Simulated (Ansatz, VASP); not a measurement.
Sb in VASP and in Ansatz

File INCAR:

```
PREC = Accurate ; ENCUT = 520
EDIFF = 1E-7 ; ISMEAR = 0
SIGMA = 0.1 ; LREAL = F
LASPH = T ; NELM = 80
ALGO = Normal ; ISIF = 2
LWAVE = F ; LCHARG = F
GGA = PE ; NBANDS = 12
```

File KPOINTS:

```
regular mesh
0
Gamma
  12 12 8
```

Contents of POSCAR:

```
Sb
1.0
    3.3243272371      0.0000000000      0.0000000000
   -1.6621636186      2.9469328438      0.0583527948
    0.0000000000      0.1066000000      5.2810706000
Sb
2
Direct
    0.3425704092      0.6851408184      0.2658029997
    0.6574295908      0.3148591816      0.7341970003
```

Input for Ansatz:

```yaml
crystal:
  lattice:
    - [3.3243272371, 0.0, 0.0]
    - [-1.6621636186, 2.9469328438, 0.0583527948]
    - [0.0, 0.1066, 5.2810706]
  atoms:
    - { symbol: Sb, position: [0.3425704092, 0.6851408184, 0.2658029997] }
    - { symbol: Sb, position: [0.6574295908, 0.3148591816, 0.7341970003] }
basis:
  ecutwfc: 420
kpoints:
  mp_grid: { grid: [12, 12, 8] }
hamiltonian:
  xc: pbe
scf:
  occupations: { method: gaussian, width: 0.1 }
output:
  forces: true
  stress: true
  eigenvalues: true
  populations: true
```

Alike in both runs: task single point; functional PBE; k mesh 12 × 12 × 8; occupations gaussian, width 0.1 eV; no spin polarisation.

|  | VASP | Ansatz |
| --- | --- | --- |
| version | VASP 6.6.1 | Ansatz 0.2.0 |
| potentials or method | VASP PAW PBE potentials, release 64 (Sb) | scalar-relativistic, plane waves, PAW |
| plane-wave cutoff (eV) | 520 | 420 |
| valence electrons in the cell | 10 | 30 |

```csv
,VASP,Ansatz,Ansatz less VASP
gap on the k mesh at the Fermi level (eV),none,none,-
pressure (GPa),4.6,4.7,+0.12
largest component of the traceless stress (GPa),1.10,1.09,-0.008
rms of the force components (eV/Å),0.180,0.177,-0.0034
```

Atom by atom the forces differ by 0.003 eV/Å (rms over components). A gap of «none» marks a metal or a gap that the smearing closes. The two sets of potentials don't hold the same shells in valence.

Spin-orbit coupling is left out, which matters for the levels of Sb.
